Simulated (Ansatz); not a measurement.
# Localised basis functions on random alloy of the monolayer 2H MoS2-MoSe2 line, x = 0 (75 atoms)

Aim: test how closely localised support functions follow the reference on random alloy of the monolayer 2H MoS2-MoSe2 line, x = 0 (75 atoms), and at what cost. A setting counts as converged where the r.m.s. difference of forces stays under 1 % of the r.m.s. force.

Method: Kohn-Sham DFT, PBE, PAW (set soft_2), plane waves, in Ansatz 0.2.0.

### 1. The starting structure

The cell holds 75 atoms: 25 Mo and 50 S. Cell: a = 15.900 Å, b = 15.900 Å, c = 18.500 Å, α = 90.0°, β = 90.0°, γ = 120.0°. It derives from MoS2 (monolayer 2H MoS2-MoSe2), repeated 5×5×1. Monolayer 2H MoS2-MoSe2: 75 atoms, 0 of 50 S sites given to Se at random, cell and internal coordinates interpolated linearly between the end members (Vegard's rule); not relaxed, displaced by a Gaussian of 0.02 Å. Lattice constants are starting values near those of PBE. Vacuum lies along c.

What the set-up can't give: The host structure and its lattice constant were typed by rule, without a check against the phase diagram. Beside vacuum, support functions can miss their usual error bounds without a warning. Only the Γ point is sampled, in a cell whose shortest periodic width is 14 Å.

### 2. Plane-wave single point

The first run uses the default basis; a harder plane-wave run follows as the reference for the support functions.

input.yaml

```yaml
crystal:
  lattice:
    - [15.9, 0.0, 0.0]
    - [-7.95, 13.7698, 0.0]
    - [0.0, 0.0, 18.5]
  atoms:
    - { symbol: Mo, position: [0.0016, 0.99911, 0.49943] }
    - { symbol: S, position: [0.13261, 0.06792, 0.58211] }
    - { symbol: S, position: [0.13498, 0.06556, 0.41575] }
    - { symbol: Mo, position: [0.00075, 0.20212, 0.49777] }
    - { symbol: S, position: [0.13265, 0.26611, 0.58582] }
    - { symbol: S, position: [0.13182, 0.26642, 0.41446] }
    - { symbol: Mo, position: [0.00048, 0.40085, 0.49881] }
    - { symbol: S, position: [0.13543, 0.46798, 0.58514] }
    - { symbol: S, position: [0.13397, 0.46567, 0.41527] }
    - { symbol: Mo, position: [0.99863, 0.59961, 0.50057] }
    - { symbol: S, position: [0.13218, 0.66609, 0.58385] }
    - { symbol: S, position: [0.13178, 0.66569, 0.41539] }
    - { symbol: Mo, position: [0.99876, 0.80034, 0.50179] }
    - { symbol: S, position: [0.13413, 0.86639, 0.58363] }
    - { symbol: S, position: [0.13362, 0.86912, 0.41546] }
    - { symbol: Mo, position: [0.19934, 0.00028, 0.50227] }
    - { symbol: S, position: [0.33393, 0.06756, 0.58492] }
    - { symbol: S, position: [0.33206, 0.06501, 0.41503] }
    - { symbol: Mo, position: [0.20016, 0.20085, 0.50091] }
    - { symbol: S, position: [0.33471, 0.26708, 0.58555] }
    - { symbol: S, position: [0.33329, 0.26849, 0.41596] }
    - { symbol: Mo, position: [0.19998, 0.40071, 0.49992] }
    - { symbol: S, position: [0.33586, 0.46887, 0.58696] }
    - { symbol: S, position: [0.33053, 0.46457, 0.41486] }
    - { symbol: Mo, position: [0.20084, 0.60127, 0.50034] }
    - { symbol: S, position: [0.33057, 0.66622, 0.58549] }
    - { symbol: S, position: [0.33418, 0.66777, 0.41517] }
    - { symbol: Mo, position: [0.19988, 0.80027, 0.50044] }
    - { symbol: S, position: [0.33367, 0.86684, 0.58387] }
    - { symbol: S, position: [0.3339, 0.86684, 0.41663] }
    - { symbol: Mo, position: [0.40164, 0.00027, 0.49959] }
    - { symbol: S, position: [0.53284, 0.06728, 0.58468] }
    - { symbol: S, position: [0.53293, 0.06673, 0.41474] }
    - { symbol: Mo, position: [0.40055, 0.19935, 0.50132] }
    - { symbol: S, position: [0.53427, 0.26753, 0.58341] }
    - { symbol: S, position: [0.53408, 0.26774, 0.41437] }
    - { symbol: Mo, position: [0.39969, 0.40005, 0.49852] }
    - { symbol: S, position: [0.53434, 0.4679, 0.58367] }
    - { symbol: S, position: [0.53282, 0.46476, 0.41536] }
    - { symbol: Mo, position: [0.39878, 0.60163, 0.50044] }
    - { symbol: S, position: [0.53274, 0.66554, 0.58597] }
    - { symbol: S, position: [0.53446, 0.66397, 0.41674] }
    - { symbol: Mo, position: [0.40229, 0.80049, 0.4987] }
    - { symbol: S, position: [0.53429, 0.8664, 0.58394] }
    - { symbol: S, position: [0.53219, 0.86747, 0.41626] }
    - { symbol: Mo, position: [0.59959, 0.00076, 0.49876] }
    - { symbol: S, position: [0.73438, 0.06673, 0.58439] }
    - { symbol: S, position: [0.73384, 0.06793, 0.41622] }
    - { symbol: Mo, position: [0.60077, 0.2002, 0.50008] }
    - { symbol: S, position: [0.73428, 0.267, 0.58533] }
    - { symbol: S, position: [0.73118, 0.26313, 0.41653] }
    - { symbol: Mo, position: [0.60307, 0.40064, 0.49989] }
    - { symbol: S, position: [0.73308, 0.46649, 0.58461] }
    - { symbol: S, position: [0.73155, 0.46592, 0.41433] }
    - { symbol: Mo, position: [0.6001, 0.59957, 0.50054] }
    - { symbol: S, position: [0.73383, 0.6681, 0.58483] }
    - { symbol: S, position: [0.73471, 0.66391, 0.41471] }
    - { symbol: Mo, position: [0.60297, 0.80367, 0.49973] }
    - { symbol: S, position: [0.73322, 0.86634, 0.58603] }
    - { symbol: S, position: [0.73347, 0.86765, 0.41506] }
    - { symbol: Mo, position: [0.79863, 0.00046, 0.50054] }
    - { symbol: S, position: [0.93488, 0.06651, 0.58393] }
    - { symbol: S, position: [0.93422, 0.06702, 0.41571] }
    - { symbol: Mo, position: [0.80075, 0.20169, 0.5004] }
    - { symbol: S, position: [0.93654, 0.26828, 0.58531] }
    - { symbol: S, position: [0.93172, 0.26754, 0.41586] }
    - { symbol: Mo, position: [0.80178, 0.40152, 0.49957] }
    - { symbol: S, position: [0.93396, 0.46585, 0.58671] }
    - { symbol: S, position: [0.93038, 0.46411, 0.41362] }
    - { symbol: Mo, position: [0.79807, 0.59837, 0.50211] }
    - { symbol: S, position: [0.93195, 0.66472, 0.5858] }
    - { symbol: S, position: [0.9317, 0.66487, 0.41635] }
    - { symbol: Mo, position: [0.80047, 0.79937, 0.50152] }
    - { symbol: S, position: [0.93467, 0.86902, 0.58514] }
    - { symbol: S, position: [0.93537, 0.86683, 0.41409] }
kpoints:
  mp_grid: { grid: [1, 1, 1] }
hamiltonian:
  xc: pbe
scf:
  occupations: { method: fixed }
output:
  forces: true
  populations: true
  dos:
    method: { smearing: { sigma: 0.1 } }
    de: 0.1
    projected: { site_lists: { Mo: [Mo], S: [S] } }
  eigenvalues: true
  write_density: true
  write_potential: true
  volumetric_format: npy
```

Launch:

```
$ ansatz run input.yaml --threads 4 --pin off --max-ram 15872MiB --backend cpu --events-out ev --progress --plain --runs-dir out
```

Standard output:

```text
Engine: ansatz 0.2.0, aarch64-unknown-linux-gnu
Pseudopotentials: kind: paw
Pseudopotential: Mo, paw, valence charge 14, recommended cutoff 420 eV (normal), Mo.paw.azcp
Pseudopotential: S, paw, valence charge 6, recommended cutoff 420 eV (normal), S.paw.azcp
[... 5 lines on functional and potentials left out ...]
Crystal: 75 atoms, lattice volume = 4050.387 Å³
Basis set: ecut = 420 eV, 79165 PW (Γ), exchange–correlation on 216×216×250 points (8 copies of the dense FFT grid, shifted against one another)
Bands: 400, of which v1, the nominal top of the filled ones, is band 325 counted from 1 (324 counted from 0)
Symmetry: 1 space group operations
Space group: P1 (ITA 1), of the structure as read, at distance tolerance 1.6e-4 Å
k-points: 1
[... 5 lines on functional and potentials left out ...]
Initial density: superposition of atomic densities (neutral atoms: chi_scale 0, normalization atom), corrected by the library's trained network
Initial wavefunctions: pseudopotential atomic-orbital guess
Functional: x = pbe(κ = 0.804, μ = 0.219515), c = pbe(β = 0.066725)
SCF iter   1: F=—  HF=-169069.504160 eV  |F-HF|=—  |Δ(HF+E_count)|=         —  Δρ=3.10e-3  dr2=1.23e-1  ethr=1.77e-3  ⟨swp⟩=6.0  Hψ=1515  notcnv=0  defer=60
preconditioner: auto → Resta (q_TF=auto, 2.011 Å⁻¹)  ε∞=3.6  [insulator: Δε(μ)=1.948 eV  Ē_g=7.642 eV  n_scr=538 (ndim 8)  ℏωp=12.4 eV  f_vac=0.638  ε∞_Penn≈3.6  vacuum switching on, ρ_ref=4.2e-3 e/Å³]
SCF iter   2: F=—  HF=-169069.645773 eV  |F-HF|=—  |Δ(HF+E_count)|=   1.42e-1  Δρ=1.77e-3  dr2=5.15e-2  ethr=1.89e-5  ⟨swp⟩=3.0  Hψ=989  notcnv=0  defer=73
SCF iter   3: F=—  HF=-169069.714326 eV  |F-HF|=—  |Δ(HF+E_count)|=   6.86e-2  Δρ=9.99e-4  dr2=8.43e-2  ethr=7.93e-6  ⟨swp⟩=4.0  Hψ=530  notcnv=0  defer=73
SCF iter   4: F=—  HF=-169069.719975 eV  |F-HF|=—  |Δ(HF+E_count)|=   5.65e-3  Δρ=3.52e-4  dr2=1.58e-2  ethr=7.93e-6  ⟨swp⟩=4.0  Hψ=529  notcnv=0  defer=73
SCF iter   5: F=—  HF=-169069.718378 eV  |F-HF|=—  |Δ(HF+E_count)|=   1.60e-3  Δρ=6.99e-5  dr2=3.31e-4  ethr=2.44e-6  ⟨swp⟩=2.0  Hψ=525  notcnv=0  defer=73
SCF iter   6: F=—  HF=-169069.718394 eV  |F-HF|=—  |Δ(HF+E_count)|=   1.54e-5  Δρ=4.39e-5  dr2=2.13e-4  ethr=5.09e-8  ⟨swp⟩=3.0  Hψ=639  notcnv=0  defer=73
SCF iter   7: F=—  HF=-169069.718419 eV  |F-HF|=—  |Δ(HF+E_count)|=   2.47e-5  Δρ=4.37e-5  dr2=2.37e-4  ethr=3.28e-8  ⟨swp⟩=2.0  Hψ=524  notcnv=0  defer=68
SCF iter   8: F=—  HF=-169069.718374 eV  |F-HF|=—  |Δ(HF+E_count)|=   4.42e-5  Δρ=1.20e-5  dr2=1.08e-5  ethr=3.28e-8  ⟨swp⟩=2.0  Hψ=511  notcnv=0  defer=69
SCF iter   9: F=—  HF=-169069.719854 eV  |F-HF|=—  |Δ(HF+E_count)|=   1.48e-3  Δρ=5.72e-6  dr2=1.13e-6  ethr=1.67e-9  ⟨swp⟩=2.0  Hψ=625  notcnv=0  defer=70
SCF iter  10: F=—  HF=-169069.719857 eV  |F-HF|=—  |Δ(HF+E_count)|=   3.23e-6  Δρ=4.67e-6  dr2=2.74e-6  ethr=1.74e-10  ⟨swp⟩=4.0  Hψ=843  notcnv=0  defer=70  recentre
SCF iter  11: F=—  HF=-169069.719857 eV  |F-HF|=—  |Δ(HF+E_count)|=   3.36e-7  Δρ=1.72e-6  dr2=1.43e-7  ethr=1.74e-10  ⟨swp⟩=2.0  Hψ=524  notcnv=0  defer=70
SCF iter  12: F=-169069.719857 eV  HF=-169069.719857 eV  |F-HF|=1.61e-7  |Δ(HF+E_count)|=   5.83e-7  Δρ=7.64e-7  dr2=1.20e-8  ethr=1.54e-11  ⟨swp⟩=19.0  Hψ=3347  notcnv=0
SCF 1 converged in 12 iterations: F = -169069.719857 eV  dr2 = 1.20e-8
  greatest PAW one-centre occupation: 0.998 electrons in one spin orbital (limit 2), on the Mo atom at site 15 (counted from 0), in its partial waves of l = 0
SCF converged after 12 iterations
Free energy (F): -169069.719857 eV
Harris-Foulkes:  -169069.719857 eV  (|F-HF|=1.61e-7)
Internal energy: -169069.719857 eV  (E = F + TS)
E sigma→0 (E₀):  -169069.719857 eV
Fermi energy:    -0.602759 eV
--- Per-component energies (eV) ---
  E_band       = -10918.028903
  E_kinetic    = 16373.175885
  E_local      = -358164.849443  (includes V_loc(G=0)·N_el)
  E_nonlocal   = 4976.754274
  E_hartree    = 169918.767060
  E_xc         = -9451.125449
  E_vxc        = -10108.936251  (∫ρ·V_xc dr)
  E_paw        = -110036.774152  (= ΣΔE_a)
  E_vpaw       = -3831.703423  (= ΣTr[D̂ρ^β])
  E_aug_tail   = 0.001084  (compensation charges beyond the density's cutoff)
  E_ewald      = 117314.330884
  E_smearing   = -0.000000  (= −TS)
  E_closure    = -0.000000  (closes the sum)
  Σ components = -169069.719857   (vs F -169069.719857, Δ=0.00e0)
--- Forces (eV/Å), atoms counted from 1 ---
  atom   1  Mo    -0.70262522     0.20268285    -0.34446092
  atom   2  S      0.12741125    -0.04233442     1.00986719
  atom   3  S     -0.14782722     0.32724744    -0.01615533
  atom   4  Mo     0.09892062    -0.48573317     1.04213396
  atom   5  S     -0.08660179     0.20661255    -0.43641648
  atom   6  S      0.35204201     0.18452808     0.09701368
  atom   7  Mo    -0.02544885     0.10555723     0.69429986
  atom   8  S     -0.26607951    -0.08670873    -0.27506008
  atom   9  S     -0.16171823     0.34857981    -0.02255467
  atom  10  Mo     0.26400776    -0.49477730    -0.24327053
  atom  11  S      0.03473856     0.12051401     0.20667163
  atom  12  S      0.00210040     0.17213278     0.13358830
  atom  13  Mo     0.46561326    -0.28822587    -0.72932929
  atom  14  S     -0.21294448    -0.04171580     0.62913683
[...]
atom  74  S     -0.04843875    -0.24589205     0.18646321
  atom  75  S     -0.29297450    -0.22773470     0.45634744
  max |Σ_I F_I| component: 8.28e-6 eV/Å
--- Band table (eV) ---
  k-point 0: bands = ["-61.4627", "-61.4533", "-61.4509", "-61.4487", [... 384 levels ...], "2.6258", "2.6831", "2.7125", "2.7184", "2.7375", "2.7521", "2.7622", "2.8856", "2.9086", "2.9305", "2.9513", "2.9766"]
--- Löwdin populations: 75 sites ---
  site symbol       q [e]
     0     Mo     13.6701
     1      S      6.0346
     2      S      6.0623
[...]
74      S      6.0730
  spilling = 0.007751 (of n_electrons = 650.000000)
```

Wall time 78 s (4 threads of Arm Neoverse V1, shared host); peak memory 4.5 GiB.

Reading the cycles: dr2 is the Hartree energy of the density residual (eV), the measure of convergence; HF is the Harris–Foulkes estimate of the energy, which meets the free energy F at convergence.

Read from the output:

| Quantity | Value |
| --- | --- |
| free energy | -169069.7199 eV |
| free energy per atom | -2254.2629 eV/atom |
| SCF cycles | 12 |
| r.m.s. force component | 0.3725 eV/Å |
| longest force | 1.38 eV/Å |
| Fermi energy | -0.6028 eV |
| gap (highest filled to lowest empty level) | 1.951 eV |
| potential in mid-vacuum, over the Fermi level | 5.949 eV |
| potential 4.5 Å over the upper face | 5.949 eV |
| potential 4.5 Å under the lower face | 5.948 eV |
| spilling of the projection | 0.007751 |

The r.m.s. force component of 0.37 eV/Å sets the scale for the differences below.

### 3. Plane waves at 750 eV (750 eV)

The grid of the support functions holds more waves than the default cutoff, so they are judged against a harder plane-wave run.

input.yaml, the sections that differ from step 2:

```yaml
output:
  forces: true
  eigenvalues: true
basis:
  ecutwfc: "750 eV"
# crystal, kpoints, hamiltonian, scf: as in step 2
```

Standard output:

```text
[...]
Crystal: 75 atoms, lattice volume = 4050.387 Å³
Basis set: ecut = 750 eV, 188933 PW (Γ), exchange–correlation on 288×288×360 points (8 copies of the dense FFT grid, shifted against one another)
Bands: 400, of which v1, the nominal top of the filled ones, is band 325 counted from 1 (324 counted from 0)
Symmetry: 1 space group operations
[...]
k-points: 1
[...]
SCF iter   1: F=—  HF=-169069.577420 eV  |F-HF|=—  |Δ(HF+E_count)|=         —  Δρ=3.15e-3  dr2=1.23e-1  ethr=1.77e-3  ⟨swp⟩=6.0  Hψ=1518  notcnv=0  defer=61
[...]
SCF iter   3: F=—  HF=-169069.761971 eV  |F-HF|=—  |Δ(HF+E_count)|=   6.27e-2  Δρ=9.93e-4  dr2=8.52e-2  ethr=7.68e-6  ⟨swp⟩=4.0  Hψ=530  notcnv=0  defer=50
automatic band count: iteration 3 solves 377 bands in place of 400: the levels show a gap, and the empty bands left out lie too high to hold charge; the band table lists the bands solved (type scf.n_extra_bands for more)
SCF iter   4: F=—  HF=-169069.766556 eV  |F-HF|=—  |Δ(HF+E_count)|=   4.59e-3  Δρ=3.40e-4  dr2=1.49e-2  ethr=7.68e-6  ⟨swp⟩=4.0  Hψ=529  notcnv=0  defer=50
SCF iter   5: F=—  HF=-169069.765131 eV  |F-HF|=—  |Δ(HF+E_count)|=   1.42e-3  Δρ=7.85e-5  dr2=3.86e-4  ethr=2.29e-6  ⟨swp⟩=2.0  Hψ=508  notcnv=0  defer=50
[...]
SCF iter  11: F=—  HF=-169069.767572 eV  |F-HF|=—  |Δ(HF+E_count)|=   5.21e-7  Δρ=2.08e-6  dr2=1.77e-7  ethr=3.01e-10  ⟨swp⟩=2.0  Hψ=511  notcnv=0  defer=45
SCF iter  12: F=-169069.767573 eV  HF=-169069.767573 eV  |F-HF|=2.40e-7  |Δ(HF+E_count)|=   4.92e-7  Δρ=1.05e-6  dr2=1.91e-8  ethr=1.54e-11  ⟨swp⟩=14.0  Hψ=1680  notcnv=0
SCF 1 converged in 12 iterations: F = -169069.767573 eV  dr2 = 1.91e-8
[...]
SCF converged after 12 iterations
Free energy (F): -169069.767573 eV
[...]
Internal energy: -169069.767573 eV  (E = F + TS)
E sigma→0 (E₀):  -169069.767573 eV
Fermi energy:    -0.602785 eV
[...]
Σ components = -169069.767573   (vs F -169069.767573, Δ=0.00e0)
--- Forces (eV/Å), atoms counted from 1 ---
  atom   1  Mo    -0.70250566     0.20263341    -0.34444206
  atom   2  S      0.12744733    -0.04234986     1.00899141
  atom   3  S     -0.14786373     0.32725395    -0.01526321
  atom   4  Mo     0.09890116    -0.48565251     1.04214056
[...]
atom  75  S     -0.29298089    -0.22772300     0.45724837
  max |Σ_I F_I| component: 2.47e-6 eV/Å
--- Band table (eV) ---
[...]
```

It took 2 min on 4 threads; peak memory 10 GiB; 7.8 min of CPU time.

Forces differ from the reference by 0.42 meV/Å r.m.s., 0.11 % of their size, well within a tolerance of 1 %; the energy by -0.64 meV/atom. It took roughly 1.5 times the reference's time (one timing each, with unlike analyses asked), in 12 cycles against 12.

### 4. Support functions medium

With localised support functions most steps grow linearly with size, though the diagonalisation grows faster unless the density matrix is cut; this run measures error and cost at this size. Besides, the program derives a nominal cutoff of 420 eV for this run, against the reference's 750.

This step: Kohn-Sham DFT, PBE, PAW (set soft_2), localised support functions (medium) (Ansatz 0.2.0).

input.yaml, the sections that differ from step 3:

```yaml
scf:
  occupations: { method: fixed }
  eigensolver: { kind: { support_functions: { accuracy: medium } } }
  mixing: { beta: 0.4 }
  max_iter: 150
# crystal, kpoints, hamiltonian, output: as in step 3
# basis: removed
```

Standard output:

```text
Warning: scf.eigensolver.kind.support_functions: disabling space-group detection — the functions' gradient is summed over unrotated k-points, so no spatial operation reduces the k-mesh or symmetrises the density; time reversal is kept, so that k and −k are solved as one point where they differ and the mesh holds both, and exact exchange and, on two spinor components, a DFT+U term hold to it where the run has them: [...]
settings of this run that can trade accuracy for cost: scf.eigensolver.kind.support_functions [...]
[...]
Crystal: 75 atoms, lattice volume = 4050.387 Å³
Basis set: ecut = 420 eV, 79165 PW (Γ), exchange–correlation on 216×216×250 points (8 copies of the dense FFT grid, shifted against one another)
Bands: 390, of which v1, the nominal top of the filled ones, is band 325 counted from 1 (324 counted from 0)
Symmetry: 1 space group operations
k-points: 1
[...]
SCF iter   1: F=—  HF=-169072.145939 eV  |F-HF|=—  |Δ(HF+E_count)|=         —  Δρ=4.82e-2  dr2=1.63e2  ethr=1.00e-1
[...]
SCF iter  14: F=—  HF=-169069.749295 eV  |F-HF|=—  |Δ(HF+E_count)|=   1.00e-3  Δρ=9.04e-6  dr2=2.42e-6  ethr=1.43e-9  κ⁻¹=2.4e-5(r=7)
SCF iter  15: F=-169069.749298 eV  HF=-169069.749297 eV  |F-HF|=6.63e-7  |Δ(HF+E_count)|=   1.88e-6  Δρ=4.17e-6  dr2=6.60e-7  ethr=3.72e-10
SCF 1 converged in 15 iterations: F = -169069.763853 eV  dr2 = 6.60e-7
[...]
SCF converged after 15 iterations
Stability not checked: this state was not tested for a lower state beside it, because the mixer in use, unlike msr1, does not test its closes by its own steps (another_mixer; see scf.mixing.algorithm and scf.lower_state_search)
Free energy (F): -169069.763853 eV
[...]
Internal energy: -169069.763853 eV  (E = F + TS)
E sigma→0 (E₀):  -169069.763853 eV
Fermi energy:    -0.602716 eV
[...]
Σ components = -169069.763853   (vs F -169069.763853, Δ=0.00e0)
--- Forces (eV/Å), atoms counted from 1 ---
  atom   1  Mo    -0.70210238     0.20252761    -0.34420751
  atom   2  S      0.12741317    -0.04233889     1.00878181
  atom   3  S     -0.14779973     0.32710879    -0.01524303
  atom   4  Mo     0.09858085    -0.48535205     1.04191429
[...]
atom  75  S     -0.29293831    -0.22764670     0.45757120
  max |Σ_I F_I| component: 1.79e-3 eV/Å
--- Band table (eV) ---
[...]
```

It took 3.7 min on 4 threads; peak memory 5.8 GiB.

The program notes that the band table was not solved further than the SCF left it and it switched symmetry off.

Keys that differ from the reference: basis.ecutwfc removed, support_functions.accuracy = "medium", scf.max_iter = 150 and scf.mixing.beta = 0.4.

Forces differ from the reference by 0.15 meV/Å r.m.s., 0.041 % of their size, well within a tolerance of 1 %. It took 1.8 times the reference's time (shared host, so rough).

[end of part 1 of 3]

[Long decimals in the printed logs are rounded to 6 places.]

[Logs are printed without paths, hosts, clocks, repeated set-up lines and the standing remarks that a program may print on its own settings, such as how far it seeks lower states.]

[Hosts, paths, dates, database ids (printed as entryN), source tags and the programs' standing remarks are cut or masked in the printed files.]
